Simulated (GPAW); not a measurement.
**Fitting the RPBE+D3(zero damping) energy curve of V**

```
CELL_PARAMETERS angstrom
2.62293 0.00000 0.00000
-0.87431 2.47292 0.00000
-0.87431 -1.23646 2.14161
ATOMIC_POSITIONS crystal
V 0.00000 0.00000 0.00000
```

The cell was scaled at fixed shape and fractions and run with GPAW, the program's PAW data sets (release 1.2.1) made for this functional, cutoff 600 eV; RPBE+D3(zero damping), k mesh 10 × 10 × 10 on the cell of 1 atom, fermi-dirac occupations of 0.05 eV, collinear spin, ferromagnetic start, no spin-orbit coupling. Energies are those that the program minimises, any entropy of the smearing included. For a metal such a mesh isn't converged to the digits shown. The moments vanished.

```csv
V (Å³/atom),energy over the lowest row (meV/atom)
13.0577,0.00
13.3355,1.85
13.6133,?
13.8912,24.42
14.1690,43.89
14.4468,68.02
14.7246,96.43
```

Task: Fit the third-order Birch-Murnaghan form, give V0, B0 and B′, and predict the energy left open.

Result: With y = (V0/V)^(2/3), E = E0 + (9 V0 B0/16) [(y - 1)³ B′ + (y - 1)² (6 - 4y)]. Least squares through the rows shown give V0 = 13.1214 Å³/atom, E0 = -0.19 meV, B0 = 192.5 GPa (1 eV/Å³ = 160.218 GPa) and B′ = 4.12, with a largest miss of 0.02 meV. At V = 13.6133 the form with these constants gives 10.21 meV; the run gave 10.20 meV an atom.

The fit places equilibrium near the compressed end of the scan, so only one volume lies below the minimum. The close prediction at 13.6133 Å³/atom therefore supports interpolation on the expanded side, but says little about the repulsive wall under stronger compression. The positive B′ reflects the usual anharmonicity: the restoring stiffness weakens as expansion reduces d-d overlap.

Vanadium's strong cohesion and stiffness come largely from filling the bonding part of a broad d band. That breadth also keeps the density of states at the Fermi level too low for ferromagnetic exchange to pay for spin splitting, in keeping with the vanished moments.

Against the known behaviour of bcc vanadium, however, 13.1214 Å³/atom is too small and 192.5 GPa too stiff. The likely cause is overbinding, probably from pairwise dispersion attraction that takes insufficient account of metallic screening, though the semilocal description of d bonding may also contribute. The small fitting residual shows that the equation of state follows the computed curve, not that the curve reproduces the real metal.
